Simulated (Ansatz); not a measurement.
# BaTiO3 (P4mm) in Ansatz: single point with PBEsol0

Aim: the single point of BaTiO3 with PBEsol0.

Program: Ansatz 0.2.0. These are calculated values, not measurements. Logs are shortened: lines on timing, memory, paths and dates and some standing lists are left out, and cuts for length are marked.

### 1 Starting point

It takes space group P4mm (No. 99, tetragonal). The conventional cell has a = 4.000 Å, b = 4.000 Å, c = 4.018 Å, α = 90.00°, β = 90.00°, γ = 90.00°. Ba (site symmetry 4mm) has 12 O at 2.79 to 2.88 Å as nearest neighbours. Ti (site symmetry 4mm) is surrounded by 6 O at 1.89 to 2.13 Å. O (site symmetry 2mm) has 2 Ti at 2.00 Å as nearest neighbours. Around O (site symmetry 4mm) lie 2 Ti at 1.89 to 2.13 Å.

### 2 Single point, PBEsol0

File input.yaml:

```yaml
crystal:
  lattice:
    - [3.9998, 0.0, 0.0]
    - [0.0, 3.9998, 0.0]
    - [0.0, 0.0, 4.018]
  atoms:
    - { symbol: Ba, position: [0.0, 0.0, 0.0] }
    - { symbol: Ti, position: [0.5, 0.5, 0.49] }
    - { symbol: O, position: [0.0, 0.5, 0.517] }
    - { symbol: O, position: [0.5, 0.0, 0.517] }
    - { symbol: O, position: [0.5, 0.5, 0.019] }
hamiltonian:
  xc: { exchange: pbesol, correlation: pbesol, exx: { coeff: 0.25 } }
  pseudopotentials: { kind: paw }
kpoints:
  mp_grid: { grid: [4, 4, 4] }
scf:
  occupations: { method: fermi_dirac, width: 0.05 }
output:
  forces: true
  stress: true
  eigenvalues: true
```

Potentials or basis: Ansatz PAW.

Launch:

```console
$ ansatz run input.yaml --threads 2 --pin off --max-ram 5632MiB --backend cpu --events-out ev --progress --plain --runs-dir out
```

Standard output:

```text
Warning: output.stress: scf.convergence.dr2_threshold = 1e-7 eV (the SCF's general default) is looser than the 5e-10 eV advised for a printed stress (1e-10 eV for each atom of the cell: 5). What an SCF threshold leaves in a stress goes as its square root, and in the free energy as the threshold itself, and one threshold admits the most on a small cell: of the crystals measured, under no hybrid functional and no lock of the moments, on runs that ended without the residual-converged pass, on stresses that held no estimate of that error, the worst erred by over 100 MPa in a component at 1e-7 eV an atom and by under 5 at 1e-10. Set scf.convergence.dr2_threshold to 5e-10 eV or tighter. The threshold is an SCF's pass mark: one that does not reach it within its budget of iterations ends unconverged, or closes short of it on a stop that the run arms, and scf.convergence.dr2_threshold's page says what that costs each kind of run
Warning: output.stress: scf.exx.energy_threshold = 1e-6 eV is looser than the 5e-8 eV advised for a stress under a hybrid functional (1e-8 eV for each atom of the cell: 5). Every SCF of the exchange loop can meet its threshold on dr2 while the loop round them stops early: no threshold on dr2 bounds what that leaves in the stress. Set scf.exx.energy_threshold to 5e-8 eV or tighter. The threshold is the loop's pass mark: a loop that does not reach it within its budget of cycles ends unconverged, and scf.exx.energy_threshold's page has the law
Warning: RAYON_NUM_THREADS=2 ignored (pool sized by the plan → 2); use --threads N
Engine: ansatz 0.2.0, aarch64-unknown-linux-gnu
Pseudopotentials: kind: paw
Pseudopotential: Ba, paw, valence charge 10, recommended cutoff 420 eV (normal), Ba.paw.azcp
Pseudopotential: Ti, paw, valence charge 12, recommended cutoff 420 eV (normal), Ti.paw.azcp
Pseudopotential: O, paw, valence charge 6, recommended cutoff 420 eV (normal), O.paw.azcp
Functional definition: unnamed
  parameter a_1 = 0.25
  exchange = (1 - a_1)*pbe_x(mu = 0.12345679012345678) + a_1*exact_x
  correlation = pbe_c(beta = 0.046)
Crystal: 5 atoms, lattice volume = 64.282 Å³
Basis set: ecut = 420 eV, 1237 PW (Γ), exchange–correlation on 54×54×54 points (8 copies of the dense FFT grid, shifted against one another)
Bands: 25, of which v1, the nominal top of the filled ones, is band 20 counted from 1 (19 counted from 0)
Symmetry: 8 space group operations
Space group: P4mm (ITA 99), of the structure as read, at distance tolerance 4.0e-5 Å
k-points: 18 of 64 (time reversal used)
Non-local potential: Ba, projectors of the file, l = 0: 3, l = 1: 2, l = 2: 2, l = 3: 2
Non-local potential: Ti, projectors of the file, l = 0: 3, l = 1: 2, l = 2: 3, l = 3: 1
Non-local potential: O, projectors of the file, l = 0: 2, l = 1: 2, l = 2: 1
PAW form: soft (Blöchl's): semilocal exchange-correlation on the pseudo side does not see the compensation charge
PAW frozen core: Ba, regenerated for the run's functional, and the local potential with it (the file was generated under x = pbe(κ = 0.804, μ = 0.2195149727645171), c = pbe(β = 0.06672455060314922))
PAW frozen core: Ti, regenerated for the run's functional, and the local potential with it (the file was generated under x = pbe(κ = 0.804, μ = 0.2195149727645171), c = pbe(β = 0.06672455060314922))
PAW frozen core: O, regenerated for the run's functional, and the local potential with it (the file was generated under x = pbe(κ = 0.804, μ = 0.2195149727645171), c = pbe(β = 0.06672455060314922))
PAW one-centre angular grid: Ba, 194 points (default); XC on 64 Gauss nodes
PAW one-centre angular grid: Ti, 590 points (default); XC on 64 Gauss nodes
PAW one-centre angular grid: O, 110 points (default); XC on 64 Gauss nodes
Initial density: superposition of atomic densities (neutral atoms: chi_scale 0, normalization atom), corrected by the library's trained network
Initial wavefunctions: pseudopotential atomic-orbital guess
[... 40 lines left out ...]
SCF iter   2: F=-10068.429297 eV  HF=-10068.429297 eV  |F-HF|=1.38e-9  |Δ(HF+E_count)|=   2.66e-9  Δρ=1.75e-6  dr2=2.08e-9  ethr=2.83e-11  ⟨swp⟩=3.4  Hψ=944  notcnv=0
SCF 4 converged in 2 iterations: F = -10068.429297 eV  dr2 = 2.08e-9
  Residual-converged pass: ⟨swp⟩=3.9  Hψ=1208  notcnv=0  max |occ|·‖R‖ = 1.0e-6 eV (tolerance 1.1e-6 eV)  dr2=2.13e-9  dr2_onsite=2.09e-10  max |Δocc| = 2.6e-27
hybrid outer 3: dexx = +2.259e-9 eV, tail = 4.66e-9 eV, Δε = 2.22e-4 eV (about 6.89e-5 eV left of the loop's levels), ΔF = 1.84e-4 eV/Å (tail 3.13e-4)
hybrid SCF converged: 3 outer / 16 inner (+5 warm-up), last move |dexx| = 2.26e-9 eV, tail = 4.66e-9 eV
Stability not checked: this state was not tested for a lower state beside it, because the functional holds exact exchange (a hybrid, or Hartree-Fock), whose exchange loop this test does not read (fock_operator; see scf.lower_state_search)
Free energy (F): -10068.429297 eV
Frozen-core exchange: fock
Harris-Foulkes:  -10068.429297 eV  (|F-HF|=1.38e-9)
Internal energy: -10068.429297 eV  (E = F + TS)
E sigma→0 (E₀):  -10068.429297 eV
Fermi energy:    10.760954 eV
--- Per-component energies (eV) ---
  E_band       = -244.535401
  E_kinetic    = 969.346012
  E_local      = -2088.531735  (includes V_loc(G=0)·N_el)
  E_nonlocal   = 200.617897
  E_hartree    = 809.680495
  E_xc         = -376.924546
  E_vxc        = -420.868399  (∫ρ·V_xc dr)
  E_exx        = -133.327519  (= α·E_x^exact, valence–valence)
  E_paw        = -6632.823716  (= ΣΔE_a)
  E_vpaw       = -257.811062  (= ΣTr[D̂ρ^β])
  E_aug_tail   = 0.007346  (compensation charges beyond the density's cutoff)
  E_ewald      = -2816.377938
  E_core_change = -0.095589  (= ΣΔE_core)
  E_smearing   = -0.000000  (= −TS)
  E_closure    = -0.000003  (closes the sum)
  Σ components = -10068.429297   (vs F -10068.429297, Δ=0.00e0)
--- Forces (eV/Å), atoms counted from 1 ---
  atom   1  Ba     0.00000000     0.00000000     0.02057052
  atom   2  Ti    -0.00000000     0.00000000    -0.37427451
  atom   3  O     -0.00000000    -0.00000000    -0.13251739
  atom   4  O     -0.00000000     0.00000000    -0.13251739
  atom   5  O      0.00000000     0.00000000     0.61869642
  max |Σ_I F_I| component: 4.24e-5 eV/Å
--- Stress (GPa, compression-positive) ---
       -7.803921       0.000000      -0.000000
        0.000000      -7.803921       0.000000
       -0.000000       0.000000      -7.052699
  P = ⅓ Tr σ = -7.5535 GPa (-75.535 kbar)
--- Band table (eV; the first three rows and the last of 18) ---
  k-point 0: bands = ["-51.9962", "-26.6758", "-26.6404", "-26.6404", "-17.2505", "-9.6846", "-9.0080", "-8.9426", "-1.4159", "-1.4159", "-1.4144", "6.1901", "6.2158", "6.2158", "7.4355", "7.4355", "7.5262", "8.5165", "8.5542", "8.5542", "12.7086", "12.9149", "12.9149", "14.9419", "15.0378"]
  k-point 1: bands = ["-51.9958", "-26.7010", "-26.6387", "-26.6387", "-17.1796", "-9.7391", "-8.9255", "-8.9224", "-1.3151", "-1.3151", "-1.1684", "5.2147", "6.0147", "6.0147", "6.9656", "6.9656", "7.1033", "7.4258", "8.2892", "8.2892", "12.7832", "13.8581", "13.8581", "14.9427", "16.2959"]
  k-point 2: bands = ["-51.9955", "-26.7268", "-26.6371", "-26.6371", "-17.1062", "-9.8960", "-8.9081", "-8.7081", "-1.2081", "-1.2081", "-0.9205", "4.2805", "5.7084", "5.7084", "6.6634", "6.7075", "6.7075", "6.7365", "8.0611", "8.0611", "12.8611", "14.7136", "14.7136", "14.9452", "17.1789"]
  k-point 17: bands = ["-51.9939", "-26.7180", "-26.6850", "-26.6850", "-16.9344", "-8.7862", "-8.6861", "-8.6861", "-2.2466", "-2.2466", "-2.2204", "3.7387", "4.5360", "4.5786", "6.2333", "6.2333", "6.2647", "8.6860", "8.6860", "8.7743", "15.4503", "15.4503", "15.4703", "17.6923", "17.8522"]
```

Run time: 38 s. Hardware: 2 threads of Arm Neoverse V1, shared host; peak memory 1.4 GiB.

Results:

```
Free energy            : -10068.4293 eV
Pressure               : -7.6 GPa
Largest force          : 0.619 eV/Å
Band gap on the k mesh : 3.93 eV, indirect (least direct gap 4.15 eV)
```

Forces in eV/Å, atoms in the order of the input:
```
Ba   0.000  0.000  0.021
Ti   0.000  0.000 -0.374
O    0.000  0.000 -0.133
O    0.000  0.000 -0.133
O    0.000  0.000  0.619
```

Stress tensor (GPa, compression positive):
```
-7.80  0.00  0.00
 0.00 -7.80  0.00
 0.00  0.00 -7.05
```

Levels at points of the mesh, in eV from the valence-band top:
```
              k point  band 16  band 17  band 18  band 19  band 20  band 21  band 22  band 23  band 24  band 25
   (0.00, 0.00, 0.00)    -1.34    -1.25    -0.26    -0.22    -0.22     3.93     4.14     4.14     6.17     6.26
  (0.00, 0.00, -0.50)    -2.07    -2.07    -2.04    -0.71    -0.71     4.09     5.94     5.94     6.17     8.40
  (0.00, -0.50, 0.00)    -2.04    -1.94    -1.84    -0.97    -0.87     4.28     5.88     5.91     6.23     8.26
 (0.00, -0.50, -0.50)    -2.86    -1.91    -0.93    -0.91    -0.14     5.92     5.97     6.41     7.10    10.24
 (-0.50, -0.50, 0.00)    -2.90    -1.97    -1.00    -1.00    -0.06     5.93     5.93     6.45     6.95    10.29
(-0.50, -0.50, -0.50)    -2.54    -2.51    -0.09    -0.09     0.00     6.68     6.68     6.70     8.92     9.08
```

Caveat: the pressure holds a Pulay correction of +0.4 GPa for the finite cutoff; spin-orbit coupling is left out, which moves the levels of the heavy elements; the PAW data sets come from PBE, with cores solved anew for the run's functional, which leaves a small shift of forces and pressure; the thresholds are loose for stress. A k mesh can miss the band edges.
